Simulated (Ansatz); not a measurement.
A plane-wave DFT run in Ansatz 0.2.0 (scalar-relativistic PAW potentials unless the input names others): input and command.

```yaml
crystal:
  lattice:
    - [3.4705296201, 0.0, 0.0]
    - [-1.7352648101, 3.0055668155, 0.0]
    - [0.0, 0.0, 7.7722135644]
  atoms:
    - { symbol: Te, position: [0.3333333333, 0.6666666667, 0.7672089552] }
    - { symbol: Te, position: [0.3333333333, 0.6666666667, 0.2327910448] }
    - { symbol: Mo, position: [0.0, 0.0, 0.0] }
basis:
  ecutwfc: 420
kpoints:
  mp_grid: { grid: [12, 12, 2], shift: [0.5, 0.5, 0.5] }
hamiltonian:
  xc: pbesol
scf:
  occupations: { method: gaussian, width: 0.02 }
output:
  forces: true
  eigenvalues: true
  stress: true
```

```bash
ansatz run input.yaml --threads 1 --pin off --max-ram 2560MiB --backend cpu --events-out ev --progress --plain --runs-dir out
```

Abridged log:
```
Warning: crystal.symmetry: narrowed to the stabiliser of the k-point mesh — unitary ops 12 → 4; excluded 8 operations that carry a point of the 12×12×2 mesh (shift [0.5, 0.5, 0.5]) off the mesh (the run samples exactly the mesh kpoints.mp_grid names, as under crystal.symmetry.detect: false, and its converged state has the mesh's symmetry, not the crystal's; ε∞, the Born charges and the force constants of a linear response (`dielectric:` by the response, `phonons.method: dfpt`) are averaged over those of the crystal's operations that the state keeps within a tolerance, where `mesh_tensors`, `un ...
Pseudopotentials: kind: paw
Pseudopotential: Te, paw, valence charge 16, recommended cutoff 420 eV (normal)
Pseudopotential: Mo, paw, valence charge 14, recommended cutoff 420 eV (normal)
Functional definition: PBEsol
Crystal: 3 atoms, lattice volume = 81.071 Å³
Basis set: ecut = 420 eV, 1603 PW (Γ), exchange–correlation on 48×48×108 points (8 copies of the dense FFT grid, shifted against one another)
Bands: 28, of which v1, the nominal top of the filled ones, is band 23 counted from 1 (22 counted from 0)
Symmetry: 4 space group operations
k-points: 42 of 288 (time reversal used)
Initial density: superposition of atomic densities (neutral atoms: chi_scale 0, normalization atom), corrected by the library's trained network
Initial wavefunctions: pseudopotential atomic-orbital guess
Functional: x = pbesol(κ = 0.804, μ = 0.12345679), c = pbesol(β = 0.046)
SCF iter   1: F=—  HF=-18701.285694 eV  |F-HF|=—  |Δ(HF+E_count)|=         —  Δρ=5.42e-3  dr2=1.56e-2  ethr=1.77e-3  ⟨swp⟩=6.6  Hψ=5227  notcnv=0
SCF iter   2: F=—  HF=-18701.286098 eV  |F-HF|=—  |Δ(HF+E_count)|=   4.04e-4  Δρ=2.80e-3  dr2=7.59e-3  ethr=3.39e-5  ⟨swp⟩=2.0  Hψ=2043  notcnv=0  defer=42
SCF iter   3: F=—  HF=-18701.286465 eV  |F-HF|=—  |Δ(HF+E_count)|=   3.67e-4  Δρ=1.50e-3  dr2=1.90e-3  ethr=1.65e-5  ⟨swp⟩=2.0  Hψ=1546  notcnv=0
automatic band count: iteration 3 solves 27 bands in place of 28: the levels show a gap, and the empty bands left out lie too high to hold charge; the band table lists the bands solved (type scf.n_extra_bands for more)
SCF iter   4: F=—  HF=-18701.286478 eV  |F-HF|=—  |Δ(HF+E_count)|=   1.32e-5  Δρ=2.21e-4  dr2=1.03e-4  ethr=4.13e-6  ⟨swp⟩=2.0  Hψ=1563  notcnv=0
SCF iter   5: F=—  HF=-18701.286484 eV  |F-HF|=—  |Δ(HF+E_count)|=   5.93e-6  Δρ=8.71e-5  dr2=1.27e-5  ethr=2.23e-7  ⟨swp⟩=2.0  Hψ=1484  notcnv=0
SCF iter   6: F=—  HF=-18701.286503 eV  |F-HF|=—  |Δ(HF+E_count)|=   1.89e-5  Δρ=2.73e-5  dr2=1.20e-6  ethr=2.76e-8  ⟨swp⟩=2.0  Hψ=1511  notcnv=0
SCF iter   7: F=-18701.286505 eV  HF=-18701.286505 eV  |F-HF|=2.25e-7  |Δ(HF+E_count)|=   1.86e-6  Δρ=6.69e-6  dr2=5.36e-8  ethr=2.17e-10  ⟨swp⟩=4.3  Hψ=4649  notcnv=0
SCF 1 converged in 7 iterations: F = -18701.286505 eV  dr2 = 5.36e-8
SCF converged after 7 iterations
Free energy (F): -18701.286505 eV
Harris-Foulkes:  -18701.286505 eV  (|F-HF|=2.25e-7)
Internal energy: -18701.286505 eV  (E = F + TS)
E sigma→0 (E₀):  -18701.286505 eV
Fermi energy:    11.447945 eV
--- Forces (eV/Å), atoms counted from 1 ---
  atom   1  Te    -0.00000636     0.00000367    -0.01346590
  atom   2  Te    -0.00000636     0.00000367     0.01346590
  atom   3  Mo     0.00001297    -0.00000749     0.00000000
--- Stress (GPa, compression-positive) ---
        1.046704       0.000070       0.000000
        0.000070       1.046784       0.000000
        0.000000       0.000000       0.640707
  P = ⅓ Tr σ = 0.9114 GPa (9.114 kbar)
```

Apart from outputs, empty bands and the relaxation, which only the reference makes, the input differs from a reference run on usual settings in kpoints.mp_grid.shift: not typed → [0.5, 0.5, 0.5]. The reference, at the same geometry, ended its own course with pressure 0.99 GPa, largest force 0.001 eV/Å, gap on the mesh 0.98 eV. This run converged in 7 SCF iterations with an energy at zero smearing 4.61 meV/atom below the reference's, pressure 0.91 GPa, largest force 0.013 eV/Å, gap on the mesh 1.23 eV.

The run took 8 s on 1 thread of Arm Neoverse V1, on a shared host, peak memory 0.34 GiB.